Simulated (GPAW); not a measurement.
Crystal: Sn.

```xyz
2
Lattice="0.0000 3.2333 3.2333 3.2333 0.0000 3.2333 3.2333 3.2333 0.0000" Properties=species:S:1:pos:R:3 pbc="T T T"
Sn    4.8500    4.8500    4.8500
Sn    3.2333    3.2333    3.2333
```

This isn't the form of Sn at room conditions, which is tetragonal (white tin).

| Quantity | Value |
| --- | --- |
| Program | GPAW 26.7.0 |
| Task | relaxation of cell and atoms |
| Functional | revPBE |
| Potentials or basis | the program's PAW data sets (release 1.2.1) made for this functional |
| Cutoff | 600 eV |
| Basis | pw |
| k mesh | 6 × 6 × 6 |
| Occupations | fermi-dirac, width 0.05 eV |
| Spin | no spin polarisation |

At the start: pressure 4.6 GPa; volume 33.80 Å³/atom.

Q: Where does the relaxation end?

A: Over 4 steps the energy falls by 49.4 meV/atom and the volume is 37.55 Å³/atom (+11.1 %); space group Fd-3m (No. 227, to 0.05 Å).

Step by step:
| step | energy change (eV) | largest force (eV/Å) | pressure (GPa) | volume (Å³) |
| --- | --- | --- | --- | --- |
| 1 | 0.0000 | 0.0000 | 4.61 | 67.61 |
| 2 | -0.0362 | 0.0000 | 3.52 | 69.03 |
| 3 | -0.0979 | 0.0000 | 0.39 | 74.35 |
| 4 | -0.0989 | 0.0000 | 0.05 | 75.09 |

Final structure:
```cif
data_structure
_symmetry_space_group_name_H-M 'P 1'
_symmetry_Int_Tables_number 1
_cell_length_a 4.7355
_cell_length_b 4.7355
_cell_length_c 4.7355
_cell_angle_alpha 60.000
_cell_angle_beta 60.000
_cell_angle_gamma 60.000
_cell_volume 75.09
loop_
_atom_site_label
_atom_site_type_symbol
_atom_site_fract_x
_atom_site_fract_y
_atom_site_fract_z
_atom_site_occupancy
Sn1 Sn 0.75000 0.75000 0.75000 1
Sn2 Sn 0.50000 0.50000 0.50000 1
```

Caveat: later steps reuse the first step's grids.
